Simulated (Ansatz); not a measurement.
## Formation energy of CdI2-type MoS2

The computed numbers are results of PBE, scalar-relativistic (collinear spin) in the plane-wave PAW code Ansatz at 420 eV, Γ-centred 12×12×6 mesh, 0.05 eV Gaussian smearing; PAW files: Ansatz's generated set soft_2.

The start was a prototype's sites filled with these elements. The Crystallography Open Database lists the compound in space groups R3m, R-3m, P63/mmc, so this is a trial structure.

It takes space group P-3m1 (No. 164, trigonal). The conventional cell has a = 3.193 Å, b = 3.193 Å, c = 6.772 Å, α = 90.00°, β = 90.00°, γ = 120.00°. Around Mo (site symmetry -3m) lie 6 S at 2.43 Å. S (site symmetry 3m) is surrounded by 3 Mo at 2.43 Å. (Shells end 15 % past the nearest neighbour.)

The elements were computed in their standard states with the same datasets, cutoff and functional. Total energies depend on the potentials used, so only differences within one code and one set of settings carry meaning.

Energy of the relaxed cell (3 atoms, smearing extrapolated to zero): -6761.981 eV. Elements, in eV/atom: Mo -4956.020, S -902.059.

Q: What is the formation energy?

A: [-6761.981 − (1 × -4956.020 + 2 × -902.059)] / 3 = -0.61 eV/atom, or -59 kJ per mole of atoms.

The value is for 0 K, without zero-point energy. Uncorrected semilocal values for oxides, chalcogenides and halides often miss by tenths of an eV an atom. A negative value shows stability against the elements alone, not against other compounds or structures.

The structure is built of weakly bound layers, and this functional has no dispersion term, so their spacing and all that hangs on it (volume, the soft elastic constants, low modes, dielectric constants) are poorly given.
